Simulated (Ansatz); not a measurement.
# ZnS: ideal shear of a crystal plane

These are results of DFT r2SCAN, scalar-relativistic, plane waves, PAW in Ansatz 0.2.0, not measurements. The runs took a 500 eV cutoff, a Γ-centred 7×7×2 mesh and Gaussian smearing (0.05 eV). No spin polarisation. Energies are free energies at this smearing, counted from the undisturbed cell; pressure is positive in compression.

Zero of the scan (as given, not relaxed at this level; it stands at 0.1 GPa):

```yaml
crystal:
  lattice:
    - [-3.81100, 0.00000, 0.00000]
    - [-1.90550, -3.30042, 0.00000]
    - [0.00000, 0.00000, 12.46800]
  atoms:
    - { symbol: Zn, position: [0.33333, 0.33333, 0.65375] }
    - { symbol: Zn, position: [0.33333, 0.33333, 0.15375] }
    - { symbol: Zn, position: [0.66667, 0.66667, 0.90375] }
    - { symbol: Zn, position: [0.66667, 0.66667, 0.40375] }
    - { symbol: S, position: [0.33333, 0.33333, 0.84625] }
    - { symbol: S, position: [0.33333, 0.33333, 0.34625] }
    - { symbol: S, position: [0.66667, 0.66667, 0.09625] }
    - { symbol: S, position: [0.66667, 0.66667, 0.59625] }
```

The cut lies on the cell's a–b face, a (0 0 1) plane (indices in the standard cell, whose axes needn't be the Cartesian ones shown) of area 12.58 Å², between layers 2.40 Å apart. Vector c is tilted by f times 1·a + 1·b (length 6.601 Å) with the atoms' Cartesian places fixed: one unrelaxed fault a cell. The traction is dγ/du, the slope of γ against the slip u in Å.

```
     f  γ (mJ/m²) traction (GPa)
0.0000          0             0.0
0.0833        126             4.5
0.1667        457             6.9
0.2500        787             4.2
0.3333        891             0.0
0.4167        874             0.2
0.5000        965             3.3
0.5833       1202             4.7
0.6667       1365             0.0
0.7500       1128            -8.3
0.8333        585           -10.0
0.9167        144            -5.4
```

Question: Read off the first barrier and the stress needed to climb it, and compare with Frenkel's sinusoid.

Answer: The first sampled maximum lies at f = 0.333, a slip of 2.20 Å, with γ ≈ 891 mJ/m², which stands in for the unstable fault energy γ_us, and the steepest sampled slope before it is 6.9 GPa. A sinusoid γ = γ_us sin²(πu/λ) with its maximum there has λ = 4.40 Å and a largest slope πγ_us/λ = 6.4 GPa (1 mJ/m² per Å = 0.01 GPa). The stand-in is too high: a rotation axis of order three or more passes through this point, so the curvature is the same in every direction of the plane and the point is a peak of the γ-surface, which slip goes round.

Question: Is there a metastable fault on this line?

Answer: The samples dip to a local minimum of 874 mJ/m² at f = 0.417. It lies off the rotation axes, between two maxima that lie on them, so it is most likely the pass between two peaks of the γ-surface: a saddle for slip across the line, a better estimate of γ_us, and no metastable fault.

The cut is rigid; relaxing the faces lowers these energies and usually the stresses. The start isn't at rest at this level: it stands under 0.1 GPa with forces up to 0.32 eV/Å, so these aren't the figures of the relaxed crystal.

Cost: 12 runs of about 10 core-minutes in all, on Intel Xeon Platinum 8259CL (Skylake/Cascade Lake) (shared hosts).